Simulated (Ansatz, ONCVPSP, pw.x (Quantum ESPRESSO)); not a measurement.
# pw.x on fcc Rh: one setting changed

Potential: optimised norm-conserving Vanderbilt (ONCV), ONCVPSP 4.0.1.1 (patched build), PBEsol; core [Ar] 3d10, reference 4s2 4p6 4d8 5s0.75 5p0.25; waves: 4s+5s: rc 1.75 bohr, ncon 3, nbas 7, qcut 9 1/bohr, 2 projectors; 4p+5p: rc 1.75 bohr, ncon 3, nbas 8, qcut 8 1/bohr, 2 projectors; 4d: rc 2.00 bohr, ncon 4, nbas 9, qcut 8.9 1/bohr, 3 projectors, debl 1.4 Ha; local part: polynomial inside 1.10 bohr (lpopt 1, dvloc0 2 Ha); core correction: Teter function, fcfact 2.25, rcfact 1.6.

The reference run (k-mesh 15³, cutoffs 70/280 Ry, Fermi–Dirac 0.01 Ry, mixing_beta 0.4, conv_thr 1e-9, no spin) gives -0.76 GPa at 13.588 Å³/atom, where all-electron LAPW gives -1.10 GPa. This run, with its own iteration cap, changes degauss to 0.005.

```
&control
  calculation='scf', prefix='x', pseudo_dir='./', outdir='./tmp', tstress=.true., disk_io='none'
/
&system
  ibrav=0, nat=1, ntyp=1, ecutwfc=70, ecutrho=280, nbnd=17,
  occupations='smearing', smearing='fd', degauss=0.005
/
&electrons
  conv_thr=1e-09, mixing_beta=0.4, electron_maxstep=60
/
ATOMIC_SPECIES
Rh 1.0 Rh.UPF
CELL_PARAMETERS angstrom
  0.00000000 1.89397909 1.89397909
  1.89397909 0.00000000 1.89397909
  1.89397909 1.89397909 0.00000000
ATOMIC_POSITIONS crystal
Rh 0.0000 0.0000 0.0000
K_POINTS automatic
15 15 15 0 0 0
```

```bash
pw.x < Rh.scf.in > Rh.scf.out
```

Question: How does the run end?

Answer: It converges in 8 iterations; the free energy moves by +29.6 meV/atom and the pressure by -0.65 GPa. In a metal, with Fermi–Dirac smearing, F lies below its zero-width value by a term in the square of the width.

```
Message from routine setup:
     using ibrav=0 with symmetry is DISCOURAGED, use correct ibrav instead
     lattice parameter (alat)  =       5.0616  a.u.
     unit-cell volume          =      91.6964 (a.u.)^3
     number of electrons       =        17.00
     number of Kohn-Sham states=           17
     kinetic-energy cutoff     =      70.0000  Ry
     charge density cutoff     =     280.0000  Ry
     scf convergence threshold =      1.0E-09
     Exchange-correlation= PBESOL
     number of k points=   120  Fermi-Dirac smearing, width (Ry)=  0.0050
     iteration #  1     ecut=    70.00 Ry     beta= 0.40
     total energy              =    -228.96908060 Ry
     estimated scf accuracy    <       0.16000763 Ry
     iteration #  2     ecut=    70.00 Ry     beta= 0.40
     total energy              =    -228.99708379 Ry
     estimated scf accuracy    <       0.00272013 Ry
     iteration #  3     ecut=    70.00 Ry     beta= 0.40
     total energy              =    -228.99692600 Ry
     estimated scf accuracy    <       0.00091910 Ry
     [... 2 iterations left out ...]
     iteration #  6     ecut=    70.00 Ry     beta= 0.40
     total energy              =    -228.99699119 Ry
     estimated scf accuracy    <       0.00000002 Ry
     iteration #  7     ecut=    70.00 Ry     beta= 0.40
     total energy              =    -228.99699120 Ry
     estimated scf accuracy    <          1.2E-09 Ry
     iteration #  8     ecut=    70.00 Ry     beta= 0.40
     the Fermi energy is    22.8047 ev
!    total energy              =    -228.99699120 Ry
     estimated scf accuracy    <          5.7E-11 Ry
     smearing contrib. (-TS)   =      -0.00143230 Ry
     The total energy is F=E-TS. E is the sum of the following terms:
     one-electron contribution =     -49.97535705 Ry
     hartree contribution      =      37.77222150 Ry
     xc contribution           =     -31.68660266 Ry
     ewald contribution        =    -185.10582069 Ry
     convergence has been achieved in   8 iterations
          total   stress  (Ry/bohr**3)                   (kbar)     P=      -14.09
     Message from routine punch:
     Nothing written, as per user request (disk_io='none')
```

The run took about 46 s on one core of a shared host (Neoverse-N1, 64 threads, 124 GiB, load 48).
